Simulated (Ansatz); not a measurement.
## TaN: energy along a strain

TaN, P-6m2, a = 2.938 Å, c = 2.883 Å (as given, not relaxed at this level: -4.9 GPa). This isn't the usual stable structure of the compound. Ansatz: PBEsol, PAW, 420 eV, Γ-centred 18×18×16 mesh on 2 atoms, Gaussian smearing 0.15 eV; no spin polarisation. Cell vectors (Å): 2.938 0.000 0.000; -1.469 2.544 0.000; 0.000 0.000 2.883. The cell is strained by x per cent times the pattern (0 1 0 0 0 0) in the order xx yy zz yz xz xy (engineering shears), with fractional coordinates held. y is the free energy over the start, V0 = 10.776 Å³/atom.

```tsv
x (%)	y (meV/atom)
-6.00	?
-4.50	34.16
-3.00	11.19
-1.50	0.19
0.00	0.00
1.50	9.54
3.00	27.96
4.50	54.55
5.25	70.70
6.00	88.63
```

**Question.** Fit y = c1 x + c2 x² + c3 x³ to the other rows, get the stiffness along the pattern, and predict the missing energy.

**Answer.** Least squares on the rows shown. y = 3.1618 x + 2.1902 x² − 0.043028 x³. The clamped-ion stiffness p·C·p = 2 × 21.90 eV × 160.2 / 10.776 Å³ = 651 GPa, which is C22 in these axes (second derivative at the start, which stands under stress). At x = -6.00 the fit asked for gives 69.17 meV/atom. The run gave 70.17 meV/atom, so the fit is 1.00 meV/atom too low, 1.1 % of the span of the series, against an rms of 0.11 meV/atom on the fitted rows. The row lies outside the fitted range. With a term in x⁴ added, a fit to the same known rows predicts 70.41 meV/atom, so most of the miss is curvature that the known rows already hold.

Spin–orbit coupling is left out, which can shift energies with elements as heavy as these.